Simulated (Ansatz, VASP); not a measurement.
# Cross-check of CuI (Marshite) between VASP and Ansatz, part 2 of 2

Wanted: the spread between two codes on one cell, functional and k mesh. The cell is taken from a series of VASP runs on this material, whose earlier steps may have relaxed, scaled or displaced it; both programs get it as it stands.

VASP 6.6.1 and Ansatz 0.2.0.

So far: Set-up; Ansatz: band structure, HSE06; VASP: band structure, HSE06.

### 3. VASP: band structure, HSE06 (continued)

Level of this step: HSE06; plane waves and PAW (I, Cu) (VASP).

Numbers of over 12 decimals in the logs are rounded to 6 here.

OUTCAR, selected parts (step 3):

```text
ion  position               nearest neighbor table
   1  0.000  0.000  0.000-   2 2.63   2 2.63   2 2.63   2 2.63
   2  0.750  0.750  0.750-   1 2.63   1 2.63   1 2.63   1 2.63

  LATTYP: Found a face centered cubic cell.
 ALAT       =     6.0630000000

 Subroutine GETGRP returns: Found 24 space group operations
 (whereof 24 operations were pure point group operations)

The static configuration has the point symmetry T_d .

 Found      8 irreducible k-points:

   k-points           NKPTS =      8   k-points in BZ     NKDIM =     64   number of bands    NBANDS=     15

   dimension x,y,z NGX =    28 NGY =   28 NGZ =   28
   dimension x,y,z NGXF=    56 NGYF=   56 NGZF=   56

   ENCUT  =  350.0 eV  25.72 Ry    5.07 a.u.   6.54  6.54  6.54*2*pi/ulx,y,z

   NELECT =      18.0000    total number of electrons

 k-points in reciprocal lattice and weights: Automatic mesh
   0.00000000  0.00000000  0.00000000       0.016
   0.25000000  0.00000000  0.00000000       0.125
   0.50000000  0.00000000  0.00000000       0.062
   0.25000000  0.25000000  0.00000000       0.094
   0.50000000  0.25000000  0.00000000       0.375
  -0.25000000  0.25000000  0.00000000       0.188
   0.50000000  0.50000000  0.00000000       0.047
  -0.25000000  0.50000000  0.25000000       0.094

  exchange ACFDT corr.  =         0.00000000  see jH, gK, PRB 81, 115126

 average (electrostatic) potential at core
       1 -88.6401       2 -58.0652

 E-fermi :   3.6854

 k-point     1 :       0.0000    0.0000    0.0000
  band No.  band energies     occupation
    ...
      5       0.9897      2.00000
      6       0.9897      2.00000
      7       3.4692      2.00000
      8       3.4692      2.00000
      9       3.4692      2.00000
     10       6.0750      0.00000
     11       9.7886      0.00000
     12       9.7886      0.00000
     13       9.7886      0.00000
     14      13.3613      0.00000
    ...

 k-point     2 :       0.2500    0.0000    0.0000
  band No.  band energies     occupation
    ...
      5       0.9806      2.00000
      6       0.9806      2.00000
      7       1.8137      2.00000
      8       3.0356      2.00000
      9       3.0356      2.00000
     10       7.2259      0.00000
     11      10.3647      0.00000
     12      10.3647      0.00000
     13      10.3930      0.00000
     14      13.6761      0.00000
    ...

 k-point     3 :       0.5000    0.0000    0.0000
  band No.  band energies     occupation
    ...
      5       1.0133      2.00000
      6       1.0133      2.00000
      7       1.0649      2.00000
      8       2.6357      2.00000
      9       2.6357      2.00000
     10       7.0802      0.00000
     11      10.2954      0.00000
     12      10.2955      0.00000
     13      12.3064      0.00000
     14      14.2677      0.00000
    ...

  energy-cutoff  :      350.00
  volume of cell :       55.72
      direct lattice vectors                 reciprocal lattice vectors
     0.000000000  3.031500000  3.031500000    -0.164934851  0.164934851  0.164934851
     3.031500000  0.000000000  3.031500000     0.164934851 -0.164934851  0.164934851
     3.031500000  3.031500000  0.000000000     0.164934851  0.164934851 -0.164934851

 POSITION                                       TOTAL-FORCE (eV/Angst)
 -----------------------------------------------------------------------------------
      0.00000      0.00000      0.00000        -0.000000      0.000000     -0.000000
      4.54725      4.54725      4.54725         0.000000     -0.000000      0.000000
 -----------------------------------------------------------------------------------
    total drift:                               -0.000272     -0.000066     -0.000130

  FREE ENERGIE OF THE ION-ELECTRON SYSTEM (eV)
  ---------------------------------------------------
  free  energy   TOTEN  =        -6.4467367914 eV

  energy  without entropy=       -6.4467367914  energy(sigma->0) =       -6.44673679

 total charge
# of ion       s       p       d       tot
------------------------------------------
    1        1.487   2.877   0.043   4.408
    2        0.293   0.252   9.418   9.962
--------------------------------------------------
tot          1.780   3.130   9.461  14.370

[... 3 further parts left out ...]
```

### 4. Comparison

Known differences besides the potentials themselves: exact exchange at q = 0 is treated differently, which shows on coarse meshes; VASP keeps PBE cores, Ansatz makes them for the functional; the data sets hold 36 valence electrons in Ansatz (default PAW (the set named soft_2) files) and 18 in VASP; the cutoff is 420 eV in Ansatz and 350 eV in VASP; VASP takes a coarser grid for exact exchange (PRECFOCK = Fast). Total energies have different zeros and are not compared.

Compared:

| quantity | Ansatz | VASP | difference |
| --- | --- | --- | --- |
| gap over the path points (eV) | 2.664 | 2.606 | +0.058 |

Levels at points of the path, from each program's valence-band top (eV; 4 filled, then empty):

| k (reciprocal lattice) | Ansatz | VASP |
| --- | --- | --- |
| 0.000 0.000 0.000 | -2.50 0.00 0.00 0.00 2.66 6.36 6.36 | -2.48 0.00 0.00 0.00 2.61 6.32 6.32 |
| 0.500 0.000 0.500 | -2.42 -2.30 -1.95 -1.95 3.92 4.30 10.89 | -2.40 -2.28 -1.94 -1.94 3.91 4.28 10.89 |
| 0.500 0.222 0.722 | -2.40 -2.38 -2.24 -1.70 5.79 6.07 7.75 | -2.39 -2.37 -2.22 -1.69 5.77 6.03 7.71 |
| 0.403 0.347 0.750 | -2.48 -2.32 -2.03 -1.60 4.57 6.12 8.86 | -2.46 -2.30 -2.02 -1.60 4.55 6.09 8.81 |
| 0.125 0.125 0.250 | -2.49 -1.20 -0.70 -0.20 4.02 6.06 6.77 | -2.47 -1.19 -0.70 -0.20 3.97 6.03 6.72 |
| 0.278 0.278 0.278 | -2.50 -1.83 -0.51 -0.51 3.80 6.97 6.97 | -2.49 -1.82 -0.50 -0.50 3.76 6.92 6.92 |
| 0.556 0.389 0.556 | -2.48 -2.37 -1.44 -1.07 4.54 6.28 7.59 | -2.47 -2.36 -1.43 -1.07 4.50 6.25 7.55 |
| 0.583 0.250 0.667 | -2.47 -2.32 -2.06 -1.62 4.72 6.13 8.62 | -2.46 -2.30 -2.05 -1.61 4.70 6.10 8.58 |
| 0.500 0.306 0.694 | -2.47 -2.30 -2.11 -1.59 5.72 6.14 7.35 | -2.46 -2.28 -2.10 -1.58 5.69 6.11 7.30 |
| 0.486 0.486 0.528 | -2.47 -2.42 -0.89 -0.85 3.73 6.78 6.92 | -2.46 -2.40 -0.89 -0.85 3.69 6.74 6.87 |

Among the levels compared at these points, filled levels agree within 16 meV and empty ones within 58 meV.

### 5. What came out

| Property | Result |
| --- | --- |
| difference in gap over the path points (band structure, HSE06) | 0.058 eV |

What this shows: The difference in gap over the path points is 0.058 eV (band structure, HSE06), within the 0.08 eV picked in this series as the mark of a large difference. Such differences can come from data sets, numerical settings and the points named under the comparisons, not from the functional's error against experiment.

[Lines on the potential files, build, host, timing and source positions are cut from VASP's logs without a mark.]

[Logs are printed without paths, hosts, clocks, repeated set-up lines and the standing remarks that a program may print on its own settings, such as how far it seeks lower states.]

[Hosts, paths, dates, database ids (printed as entryN), source tags and the programs' standing remarks are cut or masked in the printed files.]
